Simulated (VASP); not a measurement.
Wanted: the native input for a VASP 6.6.1 run.

| Item | Value |
| --- | --- |
| Task | single point |
| Functional | PBE |
| Potentials or basis | VASP PAW PBE potentials, release 64 (Si) |
| Cutoff | 520 eV |
| k mesh | 2 × 2 × 2 |
| Occupations | fermi-dirac, width 0.02 eV |
| Spin | no spin polarisation |
| Dipole correction | no |
| Further INCAR settings | LREAL = Auto; ALGO = Fast; EDIFF = 1e-06; NBANDS = 48 |

The structure of Si (a cell with a defect) lies in POSCAR:

```
Si
1.0
    0.0000000000      5.4300000000      5.4300000000
    5.4300000000      0.0000000000      5.4300000000
    5.4300000000      5.4300000000      0.0000000000
Si
17
Direct
   -0.0098434622     -0.0061233886     -0.0002117864
    0.1423020258      0.1031675875      0.0998342541
    0.0374677716      0.0189594843      0.4674125230
    0.1176887661      0.1376519337      0.6235451197
    0.0109576427      0.4796685083      0.0082688766
    0.1192449355      0.6211786372      0.1445119705
   -0.0193001842      0.5202394107      0.5128913444
    0.1144014733      0.6370349908      0.6325598527
    0.4981215470      0.0060036832      0.0118600368
    0.6353406998      0.1447329650      0.1213443831
    0.4932965009      0.0275322284      0.4887845304
    0.6577624309      0.0941160221      0.6114088398
    0.5075506446      0.5154327808      0.0249907919
    0.6409668508      0.6381491713      0.1341160221
    0.4931583794      0.4841344383      0.5439134438
    0.6230202578      0.6424309392      0.6477348066
    0.7470349908      0.2445488029      0.7362983425
```

The cell was built by a generator and needn't be a form met in nature.

These files were run (other wordings do the same):

INCAR

```
SYSTEM = Si
  PREC = Accurate
  ENCUT = 520
  EDIFF = 1E-6
  ISMEAR = -1
  SIGMA = 0.02
  LREAL = Auto
  LASPH = .TRUE.
  NELM = 60
  ALGO = Fast
  ISIF = 2
  LWAVE = .FALSE.
  LCHARG = .FALSE.
  GGA = PE
  NBANDS = 48
```

KPOINTS

```
Automatic mesh
0
G
  2 2 2
  0 0 0
```

Potentials or basis: VASP PAW PBE potentials, release 64 (Si).

The run is started by

```sh
$ cat potpaw_PBE.64/Si/POTCAR > POTCAR
$ mpirun -np 1 vasp_std > vasp.out
```

Results of the run:

The pressure is 5.5 GPa, the largest force is 1.961 eV/Å and the band gap on the k mesh is none (metal or under the smearing width).

Caveat: the k mesh is coarse (spacing up to 0.50 Å⁻¹), so the values aren't converged.

It took 4.6 min on 1 thread of AMD EPYC 7R13 Processor (Zen 3), on a shared host, peak memory 0.43 GiB.
